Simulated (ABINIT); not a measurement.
# Rh: single point with PBE

Crystal: Rh.

```
Rh
1.0
     2.73098    0.00000    0.00000
    -1.36549    2.36510    0.00000
     0.00000    0.00000    4.42849
Rh
2
Direct
  0.32688 0.64637 0.24212
  0.66512 0.35005 0.76055
```

This isn't the form of Rh at room conditions, which is fcc.

The cell isn't the ideal one: atoms moved at random, drawn with an rms of 0.05 Å.

```yaml
Program: ABINIT 10.8.3 (patched build)
Task: single point
Functional: PBE
Potentials_or_basis: JTH PAW PBE v2.0
Cutoff: 435 eV
k_mesh: 11 × 11 × 6
Occupations: fermi-dirac, width 0.05 eV
Spin: no spin polarisation
```

```yaml
Pressure: -2.5 GPa
Largest_force: 0.869 eV/Å
Band_gap_on_the_k_mesh: none (metal or under the smearing width)
Valence_electrons_inside_the_program's_atomic_spheres: Rh 14.85, 14.84 (radii [1.1708] Å)
```

Forces in eV/Å, atoms in the order of the input:
```
Rh  -0.157  0.327  0.790
Rh   0.157 -0.327 -0.790
```

Stress tensor (GPa, compression positive):
```
-1.75 -0.46 -0.45
-0.46 -3.50  0.86
-0.45  0.86 -2.39
```

Levels at points of the mesh, in eV from the Fermi level:
```csv
k point,band 14,band 15,band 16,band 17,band 18,band 19,band 20,band 21
"(0.00, 0.00, 0.00)",-2.45,-2.37,-1.93,-1.52,-0.09,0.36,0.76,8.14
"(0.00, 0.00, 0.50)",-2.95,-2.94,-2.80,-0.66,-0.44,-0.32,-0.24,13.92
```

Run time: 5 min on 1 thread of Arm Neoverse V1, with other jobs on the host, peak memory 0.21 GiB.
